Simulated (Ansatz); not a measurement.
TaN under pressure: fit and missing row

TaN, P6/mmm, a = 5.205 Å, c = 2.904 Å. This isn't the usual stable structure of the compound. Ansatz: PBEsol, PAW, 420 eV, Γ-centred 12×12×12 mesh on 6 atoms, Gaussian smearing 0.10 eV; no spin polarisation. Cell and atoms are relaxed at each pressure, and no other structure is tried, so the rows at high pressure may lie past a change of phase.

| V (Å³/atom) | P (GPa) |
| --- | --- |
| ? | 60.00 |
| 10.434 | 30.01 |
| 10.847 | 15.01 |
| 11.069 | 8.03 |
| 11.243 | 3.00 |
| 11.355 | 0.00 |
| 11.472 | -3.00 |

Q: Take V0 = 11.355 Å³/atom, fit the third-order Birch–Murnaghan form to the other rows, and predict the missing volume.

A: With the Eulerian strain f = ½[(V0/V)^(2/3) − 1] and y = P/[3f(1 + 2f)^(5/2)], the form is the line y = B0 + 1.5 B0 (B0′ − 4) f. Rows (f, y): 0.02901, 299.5; 0.01549, 299.3; 0.00858, 299.0; 0.00332, 296.3; -0.00341, 298.3. Means f = 0.01060, y = 298.48; Σ(Δf)² = 0.0006162, ΣΔfΔy = 0.04013; the slope is their ratio. y = 297.8 + 65.12 f GPa, so B0 = 297.8 GPa and B0′ = 4 + 2 × (65.12)/(3 × 297.8) = 4.15. P = 60.00 GPa is met at f = 0.05188 (y = 301.18), so V = V0 (1 + 2f)^(−3/2) = 9.792 Å³/atom. The run gave 9.788 Å³/atom, so the fit is 0.004 Å³/atom too high, a small miss on the scale of the series. The form still works here, 91 % of the fitted range beyond its end.

Spin–orbit coupling is left out, which can shift energies with elements as heavy as these.